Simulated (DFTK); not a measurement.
## SnSe2 in DFTK: convergence with cutoff

SnSe2:

```
Sn Se
1.0
     3.81100    0.00000    0.00000
    -1.90550    3.30042    0.00000
     0.00000    0.00000    6.13600
Sn Se
1 2
Direct
  0.00000 0.00000 0.00000
  0.66667 0.33333 0.75100
  0.33333 0.66667 0.24900
```

* Program: DFTK 0.8.2
* Task: convergence study
* Functional: r2SCAN
* Potentials or basis: cp2k.nc.sr.pbe.v0_1.semicore.gth (PBE, GTH)
* Cutoff: 272 eV
* k mesh: 4 × 4 × 2
* Occupations: cold, width 0.02 eV
* Spin: no spin polarisation

These are the settings of the first run; the series varies cutoff, with any setting tied to it.

Hardware: 1 thread of Intel(R) Xeon(R) Platinum 8259CL CPU @ 2.50GHz (Skylake/Cascade Lake), with other jobs on the host.

Problem. The values tried are 272.114 eV, 353.748 eV, 435.382 eV, 544.228 eV, 680.285 eV, 789.13 eV, 952.399 eV, 1142.88 eV, loosest first. From which on does the gap on the mesh stay within 0.01 eV of the tightest run that finished?

Solution. From 353.748 eV on.

```tsv
cutoff	energy less the tightest run (meV/atom)	pressure (GPa)	largest force (eV/Å)	gap on the mesh (eV)	SCF cycles
272.114 eV	674.94	-3.21	0.876	0.981	11
353.748 eV	254.13	1.83	0.789	1.001	11
435.382 eV	107.10	4.01	0.791	1.010	10
544.228 eV	41.68	5.03	0.760	1.007	10
680.285 eV	13.58	5.47	0.764	1.009	10
789.13 eV	5.50	5.62	0.764	1.010	10
952.399 eV	1.20	5.73	0.763	1.010	10
1142.88 eV	0.00	5.77	0.763	1.009	10
```

Against the tightest run, the pressure stays within 0.1 GPa from 952.399 eV on; the largest force stays within 0.005 eV/Å from 544.228 eV on. Not settled before the last step: the energy (to 1 meV/atom). The tightest run that finished is the yardstick and may itself not be fully converged.

Caveat, for the tightest run too: the k mesh is coarse (spacing up to 0.51 Å⁻¹), so the values aren't converged; with this smearing the Fermi level of a gapped crystal can stick at a band edge; the potentials were made for another functional, which shifts forces and pressure; spin-orbit coupling is left out, which moves the levels of the heavy elements.
